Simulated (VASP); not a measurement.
# CuI (Marshite) (F-43m) in VASP: a series of runs

The runs below take CuI (Marshite) through single point, relaxation of cell and atoms, with PBEsol.

Everything below comes from runs of VASP 6.6.1. Logs are shortened: lines on timing, memory, paths and dates and some standing lists are left out, and cuts for length are marked.

### 1 The structure

It takes space group F-43m (No. 216, cubic). Conventional cell: a = 6.078 Å, b = 6.078 Å, c = 6.078 Å, α = 90.00°, β = 90.00°, γ = 90.00°. Cu (site symmetry -43m) is surrounded by 4 I at 2.63 Å. I (site symmetry -43m) is surrounded by 4 Cu at 2.63 Å.

### 2 Single point, PBEsol (relaxed again under DFT PBEsol, scalar-relativistic, plane waves, PAW)

INCAR reads:

```
ALGO = Normal ; EDIFF = 1E-6
ENCUT = 520 ; GGA = PS
ISIF = 2 ; ISMEAR = 0
LASPH = True ; LCHARG = False
LREAL = False ; LWAVE = False
NBANDS = 16 ; NELM = 80
PREC = Accurate ; SIGMA = 0.02
```

KPOINTS reads:

```
k-points
0
Gamma
  8 8 8
```

POSCAR reads:

```
CuI
1.0
    0.0000000000      2.9691329711      2.9691329711
    2.9691329711      0.0000000000      2.9691329711
    2.9691329711      2.9691329711      0.0000000000
Cu I
1 1
Direct
    0.2500000000      0.2500000000      0.2500000000
    0.0000000000      0.0000000000      0.0000000000
```

Potentials or basis: VASP PAW PBE potentials, release 64 (Cu, I).

Run with:

```
> cat potpaw_PBE.64/Cu/POTCAR potpaw_PBE.64/I/POTCAR > POTCAR
> mpirun -np 1 vasp_std > vasp.out
```

OUTCAR:

```text
EDIFF = 1E-6
   ENCUT = 520
   GGA = PS
   ISIF = 2
   ISMEAR = 0
   LASPH = True
   LREAL = False
   NELM = 80
   PREC = Accurate

 ion  position               nearest neighbor table
   1  0.250  0.250  0.250-   2 2.57   2 2.57   2 2.57   2 2.57
   2  0.000  0.000  0.000-   1 2.57   1 2.57   1 2.57   1 2.57

  LATTYP: Found a face centered cubic cell.
 ALAT       =     5.9382659422

  Lattice vectors:

 A1 = (   0.0000000000,   2.9691329711,   2.9691329711)
 A2 = (   2.9691329711,   0.0000000000,   2.9691329711)
 A3 = (   2.9691329711,   2.9691329711,   0.0000000000)

Analysis of symmetry for initial positions (statically):
=====================================================================
 Subroutine PRICEL returns:
 Original cell was already a primitive cell.

 Routine SETGRP: Setting up the symmetry group for a
 face centered cubic supercell.

 Subroutine GETGRP returns: Found 24 space group operations
 (whereof 24 operations were pure point group operations)
 out of a pool of 48 trial point group operations.

The static configuration has the point symmetry T_d .

Analysis of symmetry for dynamics (positions and initial velocities):
=====================================================================
 Subroutine PRICEL returns:
 Original cell was already a primitive cell.

 Routine SETGRP: Setting up the symmetry group for a
 face centered cubic supercell.

 Subroutine GETGRP returns: Found 24 space group operations
 (whereof 24 operations were pure point group operations)
 out of a pool of 48 trial point group operations.

The dynamic configuration has the point symmetry T_d .

 Subroutine INISYM returns: Found 24 space group operations
 (whereof 24 operations are pure point group operations),
 and found     1 'primitive' translations

----------------------------------------------------------------------------------------

                                     Primitive cell

  volume of cell :      52.3503

  direct lattice vectors                    reciprocal lattice vectors
     0.000000000  2.969132971  2.969132971    -0.168399329  0.168399329  0.168399329
     2.969132971  0.000000000  2.969132971     0.168399329 -0.168399329  0.168399329
     2.969132971  2.969132971  0.000000000     0.168399329  0.168399329 -0.168399329

  length of vectors
     4.198988116  4.198988116  4.198988116     0.291676194  0.291676194  0.291676194

  position of ions in fractional coordinates (direct lattice)
     0.250000000  0.250000000  0.250000000
     0.000000000  0.000000000  0.000000000

  ion indices of the primitive-cell ions
   primitive index   ion index
                 1           1
                 2           2

----------------------------------------------------------------------------------------

 KPOINTS: k-points

Automatic generation of k-mesh.
 Grid dimensions read from file:
 generate k-points for:    8    8    8

 Generating k-lattice:

  Cartesian coordinates                     Fractional coordinates (reciprocal lattice)
    -0.021049916  0.021049916  0.021049916     0.125000000  0.000000000  0.000000000
     0.021049916 -0.021049916  0.021049916     0.000000000  0.125000000  0.000000000
     0.021049916  0.021049916 -0.021049916     0.000000000  0.000000000  0.125000000

  Length of vectors
     0.036459524  0.036459524  0.036459524

  Shift w.r.t. Gamma in fractional coordinates (k-lattice)
     0.000000000  0.000000000  0.000000000

 Subroutine IBZKPT returns following result:
 ===========================================

 Found     29 irreducible k-points:

 Following reciprocal coordinates:
            Coordinates               Weight
  0.000000  0.000000  0.000000      1.000000
  0.125000  0.000000  0.000000      8.000000
  0.250000  0.000000  0.000000      8.000000
  0.375000  0.000000  0.000000      8.000000
  0.500000  0.000000  0.000000      4.000000
  0.125000  0.125000  0.000000      6.000000
[... 16 lines left out ...]
  0.500000  0.250000  0.125000     48.000000
 -0.375000  0.250000  0.125000     24.000000
 [... further k-points ...]
   k-points           NKPTS =     29   k-points in BZ     NKDIM =     29   number of bands    NBANDS=     16
   number of dos      NEDOS =    301   number of ions     NIONS =      2
   total plane-waves  NPLWV =  32768
   dimension x,y,z NGX =    32 NGY =   32 NGZ =   32
   dimension x,y,z NGXF=    64 NGYF=   64 NGZF=   64
   ions per type =               1   1
   NGX,Y,Z   is equivalent  to a cutoff of  12.67, 12.67, 12.67 a.u.
   NGXF,Y,Z  is equivalent  to a cutoff of  25.34, 25.34, 25.34 a.u.
 SYSTEM =  unknown system
   PREC   = accura    normal or accurate (medium, high low for compatibility)
   ISTART =      0    job   : 0-new  1-cont  2-samecut
   ICHARG =      2    charge: 1-file 2-atom 10-const
   ISPIN  =      1    spin polarized calculation?
   LNONCOLLINEAR =      F non collinear calculations
   LSORBIT =      F    spin-orbit coupling
   LASPH  =      T    aspherical Exc in radial PAW
   ENCUT  =  520.0 eV  38.22 Ry    6.18 a.u.   7.81  7.81  7.81*2*pi/ulx,y,z
   NELM   =     80;   NELMIN=  2; NELMDL= -5     # of ELM steps
   EDIFF  = 0.1E-05   stopping-criterion for ELM
   LREAL  =      F    real-space projection
   EDIFFG = 0.1E-04   stopping-criterion for IOM
   NSW    =      0    number of steps for IOM
   IBRION =     -1    ionic relax: 0-MD 1-quasi-New 2-CG
   NFREE  =      0    steps in history (QN), initial steepest desc. (CG)
   ISIF   =      2    stress and relaxation
   ISYM   =      2    0-nonsym 1-usesym 2-fastsym
   POTIM  = 0.5000    time-step for ionic-motion
   TEBEG  =    0.0;   TEEND  =   0.0 temperature during run
   PSTRESS=    0.0 pullay stress
   NELECT =      18.0000    total number of electrons
   NUPDOWN=      -1.0000    fix difference up-down
   EMIN   =  10.00;   EMAX   =-10.00  energy-range for DOS
   EFERMI =   0.00;   METHOD = LEGACY
   ISMEAR =     0;   SIGMA  =   0.02  broadening in eV -4-tet -1-fermi 0-gaus
   EFERMI_NEDOS =   21; number of points for ismear=-14 and -15
   IALGO  =     38    algorithm
   IMIX   =      4    mixing-type and parameters
     AMIX     =   0.40;   BMIX     =  1.00
     AMIX_MAG =   1.60;   BMIX_MAG =  1.00
  volume/ion in A,a.u.               =      26.18       176.64
  Fermi-wavevector in a.u.,A,eV,Ry     =   1.146901  2.167329 17.896865  1.315382
  Thomas-Fermi vector in A             =   2.283584
   LORBIT       =      0    0 simple, 1 ext, 2 COOP (PROOUT), +10 PAW based schemes
   GGA     = PS    functional components
   LHFCALC =     F    Hartree Fock is set to
   AEXX    =    0.0000 exact exchange contribution
   IVDW    =     0    specifies the selected vdW correction
   LEPSILON=     F    determine dielectric tensor
   LRPA    =     F    only Hartree local field effects (RPA)
 non-spin polarized calculation
 Gauss-broadening in eV      SIGMA  =   0.02
  energy-cutoff  :      520.00
  volume of cell :       52.35
 maximum number of plane-waves:      1424
   NGX = 15   NGY = 15   NGZ = 15

 number of electron      17.9999993 magnetization

 Free energy of the ion-electron system (eV)
  ---------------------------------------------------
  ext. energy  EPLUGINS =         0.00000000
  ---------------------------------------------------
  free energy    TOTEN  =        -6.32058147 eV

  energy without entropy =       -6.32058147  energy(sigma->0) =       -6.32058147

 E-fermi :   5.0833     XC(G=0):  -9.4299

 val. band max:        4.9767581892   @ k =   0.0000   0.0000   0.0000
 cond. band min:       6.1757667674   @ k =   0.0000   0.0000   0.0000
 fundamental gap:      1.1990085782
 Fermi energy:         5.0832540561

 k-point     1 :       0.0000    0.0000    0.0000
  band No.  band energies     occupation
      1      -9.3924      2.00000
      2       1.0366      2.00000
      3       1.0366      2.00000
      4       1.0366      2.00000
      5       2.8284      2.00000
      6       2.8284      2.00000
[... 8 lines left out ...]
     15      14.6681      0.00000
     16      14.6681      0.00000

 k-point     2 :       0.1250    0.0000    0.0000
  band No.  band energies     occupation
      1      -9.3082      2.00000
      2       0.7349      2.00000
      3       1.0453      2.00000
      4       1.0453      2.00000
      5       2.8211      2.00000
      6       2.8211      2.00000
[... 8 lines left out ...]
     15      13.9107      0.00000
     16      13.9107      0.00000

 k-point     3 :       0.2500    0.0000    0.0000
  band No.  band energies     occupation
      1      -9.0907      2.00000
      2       0.0010      2.00000
      3       1.0626      2.00000
      4       1.0626      2.00000
      5       2.8170      2.00000
      6       2.8170      2.00000
[... 8 lines left out ...]
     15      13.6999      0.00000
     16      13.7679      0.00000

 k-point     4 :       0.3750    0.0000    0.0000
  band No.  band energies     occupation
      1      -8.8489      2.00000
      2      -0.7271      2.00000
      3       1.0738      2.00000
      4       1.0738      2.00000
      5       2.8389      2.00000
      6       2.8389      2.00000
[... 8 lines left out ...]
     15      14.6863      0.00000
     16      14.6863      0.00000
[... 324 lines left out ...]
 k-point    22 :       0.3750    0.2500    0.1250
  band No.  band energies     occupation
      1      -8.9210      2.00000
      2      -0.2076      2.00000
      3       0.8241      2.00000
      4       1.0548      2.00000
      5       2.7474      2.00000
      6       2.8690      2.00000
[... 8 lines left out ...]
     15      15.3797      0.00000
     16      16.3958      0.00000

 k-point    23 :       0.5000    0.2500    0.1250
  band No.  band energies     occupation
      1      -8.7191      2.00000
      2      -0.5753      2.00000
      3       0.5843      2.00000
      4       1.0462      2.00000
      5       2.7738      2.00000
      6       2.8440      2.00000
[... 8 lines left out ...]
     15      15.7214      0.00000
     16      16.5277      0.00000

 k-point    24 :      -0.3750    0.2500    0.1250
  band No.  band energies     occupation
      1      -8.6297      2.00000
      2      -0.7354      2.00000
      3       0.4787      2.00000
      4       1.0349      2.00000
      5       2.7533      2.00000
      6       2.8392      2.00000
[... 8 lines left out ...]
     15      15.7553      0.00000
     16      16.4381      0.00000

 [... further k-points ...]

------------------------ aborting loop because EDIFF is reached ----------------------------------------

  FORCE on cell =-STRESS in cart. coord.  units (eV):
  Direction    XX          YY          ZZ          XY          YZ          ZX
  --------------------------------------------------------------------------------------
  -------------------------------------------------------------------------------------
  Total        0.1492272      0.1492272      0.1492272      0.0000000     -0.0000000      0.0000000
  in kB        4.5670900      4.5670900      4.5670900      0.0000000     -0.0000000      0.0000000
  external PRESSURE =       4.5670900 kB  Pullay stress =       0.0000000 kB

 VOLUME and BASIS-vectors are now :
 -----------------------------------------------------------------------------
  energy-cutoff  :      520.00
  volume of cell :       52.35
      direct lattice vectors                 reciprocal lattice vectors
     0.000000000  2.969132971  2.969132971    -0.168399329  0.168399329  0.168399329
     2.969132971  0.000000000  2.969132971     0.168399329 -0.168399329  0.168399329
     2.969132971  2.969132971  0.000000000     0.168399329  0.168399329 -0.168399329

 POSITION                                       TOTAL-FORCE (eV/Angst)
 -----------------------------------------------------------------------------------
      1.48457      1.48457      1.48457         0.000000      0.000000      0.000000
      0.00000      0.00000      0.00000        -0.000000     -0.000000     -0.000000
 -----------------------------------------------------------------------------------
    total drift:                                0.000000      0.000000      0.000000

  FREE ENERGIE OF THE ION-ELECTRON SYSTEM (eV)
  ---------------------------------------------------
  free  energy   TOTEN  =        -6.3205814671 eV

  energy  without entropy=       -6.3205814671  energy(sigma->0) =       -6.32058147
```

Run time: 14 s. Hardware: 1 thread of Intel Xeon Platinum 8488C (Sapphire Rapids), shared host; peak memory 0.18 GiB.

What came out:

```
Free energy            : -6.3206 eV
Pressure               : 0.5 GPa
Band gap on the k mesh : 1.20 eV, direct
```

Caveat: the PAW data sets were made with another functional, which shifts forces and pressure a little; spin-orbit coupling is left out, which moves the levels of the heavy elements.

### 3 Relaxation of cell and atoms, PBEsol

INCAR reads:

```
SYSTEM = CuI
PREC     = Accurate       ! precision mode
ENCUT    = 600            ! plane-wave cutoff, eV
EDIFF    = 1E-6           ! SCF threshold, eV
ISMEAR   = 0              ! smearing method
SIGMA    = 0.02           ! smearing width, eV
LREAL    = .False.        ! projectors in reciprocal space
LASPH    = .True.         ! aspherical terms in the spheres
NELM     = 80             ! most SCF steps
ALGO     = Fast           ! electronic algorithm
ISIF     = 3              ! what is computed and relaxed
LWAVE    = .False.        ! write WAVECAR
LCHARG   = .False.        ! write CHGCAR
GGA      = PS             ! functional
IBRION   = 2              ! ionic algorithm
NSW      = 70             ! ionic steps
EDIFFG   = -0.005         ! ionic threshold
```

KPOINTS reads:

```
regular mesh
0
Gamma
  8 8 8
  0 0 0
```

POSCAR reads:

```
CuI
1.0
    0.0000000000      3.0390034059      3.0390034059
    3.0390034059      0.0000000000      3.0390034059
    3.0390034059      3.0390034059      0.0000000000
Cu I
1 1
Direct
    0.2500000000      0.2500000000      0.2500000000
    0.0000000000      0.0000000000      0.0000000000
```

Potentials or basis: VASP PAW PBE potentials, release 64 (Cu, I).

Run with:

```
> cat potpaw_PBE.64/Cu/POTCAR potpaw_PBE.64/I/POTCAR > POTCAR
> mpirun -np 1 vasp_std > vasp.out
```

Run time: 62 s. Hardware: 1 thread of Intel Xeon Platinum 8488C (Sapphire Rapids), shared host; peak memory 0.22 GiB.

The run converged. Its results:

```yaml
Free_energy: -6.3212 eV
Relaxed_volume: 26.24 Å³/atom
Relaxed_cell: a = 4.202 Å, b = 4.202 Å, c = 4.202 Å, α = 60.00°, β = 60.00°, γ = 60.00°
Space_group_after_relaxing_to_0.05_Å: F-43m (No. 216)
Energy_gained_by_relaxing: 16.7 meV/atom
Ionic_steps: 4
Pressure_after_relaxing: 0.0 GPa
Band_gap_on_the_k_mesh: 1.19 eV, direct
```

Step by step:
```tsv
step	energy change (eV)	largest force (eV/Å)	pressure (GPa)	volume (Å³)
1	0.0000	0.0000	-2.80	56.13
2	-0.0332	0.0000	0.49	52.25
3	-0.0333	0.0000	-0.39	52.67
4	-0.0334	0.0000	0.00	52.48
```

Final structure:
```yaml
crystal:
  lattice:
    - [0.00000, 2.97158, 2.97158]
    - [2.97158, 0.00000, 2.97158]
    - [2.97158, 2.97158, 0.00000]
  atoms:
    - { symbol: Cu, position: [0.25000, 0.25000, 0.25000] }
    - { symbol: I, position: [0.00000, 0.00000, 0.00000] }
```

Levels at points of the mesh, in eV from the valence-band top:
| k point | band 6 | band 7 | band 8 | band 9 | band 10 | band 11 | band 12 | band 13 |
| --- | --- | --- | --- | --- | --- | --- | --- | --- |
| (0.00, 0.00, 0.00) | -2.13 | 0.00 | 0.00 | 0.00 | 1.19 | 4.76 | 4.76 | 4.76 |
| (0.50, 0.00, 0.00) | -2.10 | -2.06 | -0.82 | -0.82 | 2.13 | 5.31 | 5.31 | 7.33 |
| (0.50, 0.50, 0.00) | -2.07 | -2.04 | -1.74 | -1.74 | 2.48 | 2.81 | 9.50 | 10.02 |

Caveat: the PAW data sets were made with another functional, which shifts forces and pressure a little; spin-orbit coupling is left out, which moves the levels of the heavy elements. PBEsol gaps usually lie below the measured ones, often by a third to a half.
